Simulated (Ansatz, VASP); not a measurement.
# Co: VASP beside Ansatz

INCAR

```
SYSTEM = Co
  ALGO = Normal
  EDIFF = 1E-6
  ENCUT = 520
  GGA = PS
  ISIF = 2
  ISMEAR = -1
  ISPIN = 2
  LASPH = .TRUE.
  LCHARG = .FALSE.
  LMAXMIX = 4
  LORBIT = 11
  LREAL = .FALSE.
  LWAVE = .FALSE.
  MAGMOM = 0.09 0.09
  NBANDS = 20
  NELM = 150
  PREC = Accurate
  SIGMA = 0.1
```

Contents of KPOINTS:

```
k-points
0
G
  12 12 6
  0 0 0
```

POSCAR

```
Co
1.0
    0.0000000000      1.7978500000      1.7978500000
    1.7978500000      0.0000000000      1.7978500000
    3.5957000000      3.5957000000      0.0000000000
Co
2
Direct
    0.0000000000      0.0000000000      0.0000000000
    0.0000000000      0.0000000000      0.5000000000
```

Input for Ansatz:

```yaml
crystal:
  lattice:
    - [0.0, 1.79785, 1.79785]
    - [1.79785, 0.0, 1.79785]
    - [3.5957, 3.5957, 0.0]
  atoms:
    - { symbol: Co, position: [0.0, 0.0, 0.0], spin: 0.09 }
    - { symbol: Co, position: [0.0, 0.0, 0.5], spin: 0.09 }
magnetization:
  spin_polarized: true
hamiltonian:
  xc: pbesol
  pseudopotentials: { kind: paw }
basis:
  ecutwfc: 420
kpoints:
  mp_grid: { grid: [12, 12, 6] }
scf:
  occupations: { method: fermi_dirac, width: 0.1 }
  lower_state_search: "off"
output:
  forces: true
  stress: true
```

Change from the starting cell: parallel moments scaled by 0.03, plain SCF.

Alike in both runs: task single point; functional PBEsol; k mesh 12 × 12 × 6; occupations fermi-dirac, width 0.1 eV; collinear spin.

|  | VASP | Ansatz |
| --- | --- | --- |
| version | VASP 6.6.1 | Ansatz 0.2.0 |
| potentials or method | VASP PAW PBE potentials, release 64 (Co) | PAW, plane waves, scalar-relativistic |
| plane-wave cutoff (eV) | 520 | 420 |
| valence electrons in the cell | 18 | 34 |

|  | VASP | Ansatz | Ansatz less VASP |
| --- | --- | --- | --- |
| pressure (GPa) | -31.3 | -19.8 | +11.52 |
| net moment per atom (μB) | 0.00 | 1.71 | +1.713 |
| size of the moment on the site where the two differ most (μB) | 0.00 | 1.78 | +1.781 |

The net moments differ so much that the two runs ended in different magnetic states, which moves the other rows too. Site moments also hang on the region over which each program counts them. The two sets of potentials don't hold the same shells in valence.

Caveats: the cell as given lies far from equilibrium; so large a pressure means that the cell lies far from this level's equilibrium, or that cutoff or potentials fall short (VASP); the potentials were made for another functional, which shifts forces and pressure (VASP).
